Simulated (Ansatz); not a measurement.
Bi₂Se₃: pressure against volume per atom

Periodic Kohn-Sham DFT of a crystal at fixed atoms; pressure and stress are positive in compression; the energy is the free energy less that of spherical unpolarised free atoms; site moments are those in the method's own spheres, positive along +z. The results are calculated, by Ansatz 0.2.0.

Cell of the first row (space group R-3m, No. 166):
```
CELL_PARAMETERS angstrom
2.02920 1.17160 9.35050
-2.02920 1.17160 9.35050
0.00000 -2.34310 9.35050
ATOMIC_POSITIONS crystal
Bi 0.40080 0.40080 0.40080
Bi 0.59920 0.59920 0.59920
Se 0.00000 0.00000 0.00000
Se 0.21170 0.21170 0.21170
Se 0.78830 0.78830 0.78830
```

Settings of every row: method frozen-core PAW; functional PBE; relativity scalar; k mesh 6x6x6; filling fermi-dirac; smearing width 0.03 eV; wave cutoff 420 eV; paw set soft_2.

Atom start moment: 0 on all atoms.

Limits: a layered crystal: even scaling strains the bonds within the layers, so this curve is stiffer than the crystal under pressure; no spin-orbit coupling on heavy atoms; small gap, it may come from the mesh.

| row | volume per atom (Å³) | pressure (GPa) |
| --- | --- | --- |
| 1 | 26.675 | 7.305 |
| 2 | 27.243 | 5.54 |
| 3 | 27.81 | 3.953 |
| 4 | 28.094 | 3.22 |
| 5 | 28.378 | 2.525 |
| 6 | 28.662 | 1.865 |
| 7 | 28.946 | ? |
| 8 | 29.513 | 0.084 |
| 9 | 30.081 | -0.957 |

Question: what pressure should row 7 give?

Worked fit of pressure. Take u = (V_r/V)^(2/3) − 1 with V_r = 28.236 Å³ an atom, which is twice the finite (Eulerian) strain; such expansions in the strain, on which the Birch-Murnaghan equation of state is built, carry the rest volume and the bulk modulus. The shown rows have u = 0.03864, 0.02415, 0.01019, 0.00337, -0.00334, -0.00993, -0.02906, -0.04132. Least squares give pressure = 2.8677 + 103.735 × u + 279.26 × u² + 213 × u³ GPa; a parabola predicts inner rows, each left out in turn, worse (root mean square 0.0034 against 0.0012 GPa). The rows lie off it by 0.000, 0.001, -0.001, 0.000, 0.001, 0.000, 0.000, 0.000. The pressure vanishes at u = -0.0300, or V = 29.56 Å³ an atom, and there the bulk modulus at fixed shape and fractions is B = −V dP/dV = (2/3)(1 + u) dP/du = 56.6 GPa. Letting shape and atoms relax would as a rule lower it, by much in layered, chain or molecular crystals. The withheld row has u = -0.01642, so the fit gives 2.8677 + 103.735 × (-0.01642) + 279.26 × (-0.01642)² + 213 × (-0.01642)³ = 1.239 GPa.

The calculation gave 1.24 GPa. The fit lies 0.001 GPa (0.012 % of the column's range) below it, one unit of the last digit.
